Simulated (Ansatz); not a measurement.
Method: Ansatz 0.2.0, DFT PBE, scalar-relativistic, plane waves, PAW. All cells share a 420 eV cutoff and Γ-centred k meshes spaced at most about 0.3 Å⁻¹ (about 0.25 or finer for metals, 2π included). No spin polarisation in the final relaxations.

These are static total energies at zero pressure.

Two relaxed structures of SiNi3:

A.

```cif
data_structure
_symmetry_space_group_name_H-M 'Im-3m'
_symmetry_Int_Tables_number 229
_cell_length_a 4.6699
_cell_length_b 4.6699
_cell_length_c 4.6699
_cell_angle_alpha 90.000
_cell_angle_beta 90.000
_cell_angle_gamma 90.000
_cell_volume 101.84
loop_
_atom_site_label
_atom_site_type_symbol
_atom_site_symmetry_multiplicity
_atom_site_Wyckoff_symbol
_atom_site_fract_x
_atom_site_fract_y
_atom_site_fract_z
_atom_site_occupancy
Si1 Si 2 a 0.00000 0.00000 0.00000 1
Ni1 Ni 6 b 0.50000 0.00000 0.00000 1
```

B.

```cif
data_structure
_symmetry_space_group_name_H-M 'P-6m2'
_symmetry_Int_Tables_number 187
_cell_length_a 3.9086
_cell_length_b 3.9086
_cell_length_c 4.2014
_cell_angle_alpha 90.000
_cell_angle_beta 90.000
_cell_angle_gamma 120.000
_cell_volume 55.59
loop_
_atom_site_label
_atom_site_type_symbol
_atom_site_symmetry_multiplicity
_atom_site_Wyckoff_symbol
_atom_site_fract_x
_atom_site_fract_y
_atom_site_fract_z
_atom_site_occupancy
Si1 Si 1 a 0.00000 0.00000 0.00000 1
Ni1 Ni 1 e 0.66667 0.33333 0.00000 1
Ni2 Ni 1 b 0.00000 0.00000 0.50000 1
Ni3 Ni 1 d 0.33333 0.66667 0.50000 1
```

Task: Which is lower in energy, and by how much?

Result: A is lower, by 76 meV/atom. A has space group Im-3m (No. 229), 12.7 Å³/atom and no gap on its mesh; B has space group P-6m2 (No. 187), 13.9 Å³/atom and no gap. Counting Ni atoms around Si (those within 1.25 times the shortest such distance or 1.15 times the sum of covalent radii, 1.27 where that leaves under three), A has Si 6 and B has Si 5. The denser one is the lower, and pressure would at first widen the difference. Even the lower one lies +0.27 eV/atom against the reference forms of the elements (uncorrected), so neither is stable at this level. In A, around Si lie 6 Ni at 2.33 Å; around Ni lie 2 Si at 2.33 Å and 4 Ni at 2.33 Å. In B, Si is surrounded by 2 Ni at 2.10 Å and 3 Ni at 2.26 Å; around Ni on its first site lie 3 Si at 2.26 Å and 12 Ni at 3.08 Å; Ni on its second site has 2 Si at 2.10 Å and 3 Ni at 2.26 Å; 1 more site not described. Both come from invented guesses. A third cell relaxed alike, in Pm-3m (a cell as deposited in COD), lies 0.73 eV/atom below the lower of the two.

Trial moments died out on the coarse mesh in Im-3m and P-6m2; another magnetic start might hold. Cells relaxed within their symmetry can be saddle points.
